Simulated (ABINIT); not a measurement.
The system is TiSi2.

```
Ti Si
1.0
     1.76511   -6.75928    0.00000
     1.76511    6.75928    0.00000
     0.00000    0.00000    3.56517
Ti Si
2 4
Direct
  0.10312 0.89688 0.25000
  0.89688 0.10312 0.75000
  0.75031 0.24969 0.25000
  0.24969 0.75031 0.75000
  0.44175 0.55825 0.25000
  0.55825 0.44175 0.75000
```

The cell comes from a database or a generator and needn't be the stable form of this composition.

| Property | Result |
| --- | --- |
| Program | ABINIT 10.8.3 (patched build) |
| Task | relaxation of cell and atoms |
| Functional | PBE |
| Dispersion | D3 |
| Potentials or basis | JTH PAW PBE v2.0 |
| Cutoff | 408 eV |
| k mesh | 5 × 5 × 5 |
| Occupations | fermi-dirac, width 0.05 eV |
| Spin | no spin polarisation |

At the start: pressure -2.8 GPa; volume 14.18 Å³/atom.

Task: How do energy, volume and symmetry change on relaxing?

Result: Over 8 steps the energy falls by 4.5 meV/atom and the volume is 13.83 Å³/atom (-2.4 %); space group Cmcm (No. 63, to 0.05 Å).

Step by step:
| step | energy change (eV) | largest force (eV/Å) | pressure (GPa) | volume (Å³) |
| --- | --- | --- | --- | --- |
| 1 | 0.0000 | 0.2020 | -2.77 | 85.07 |
| 2 | -0.0116 | 0.2105 | -1.67 | 84.35 |
| 3 | -0.0213 | 0.1987 | 0.34 | 83.07 |
| 4 | -0.0228 | 0.1712 | 0.41 | 82.99 |
| 5 | -0.0268 | 0.0611 | 0.15 | 82.90 |
| 6 | -0.0270 | 0.0424 | 0.01 | 82.97 |
| 7 | -0.0272 | 0.0136 | -0.09 | 83.01 |
| 8 | -0.0272 | 0.0055 | -0.06 | 83.00 |

Final structure:
```xyz
6
Lattice="1.7582 -6.6444 0.0000 1.7582 6.6444 0.0000 0.0000 0.0000 3.5523" Properties=species:S:1:pos:R:3 pbc="T T T"
Ti    1.7582    5.2827    0.8881
Ti    1.7582   -5.2827    2.6643
Si    1.7582   -3.3276    0.8881
Si    1.7582    3.3276    2.6643
Si    1.7582    0.8015    0.8881
Si    1.7582   -0.8015    2.6643
```

Caveat: the k mesh is coarse (spacing up to 0.37 Å⁻¹), so the values aren't converged; pairwise dispersion overbinds metals, which lowers pressure and volume.
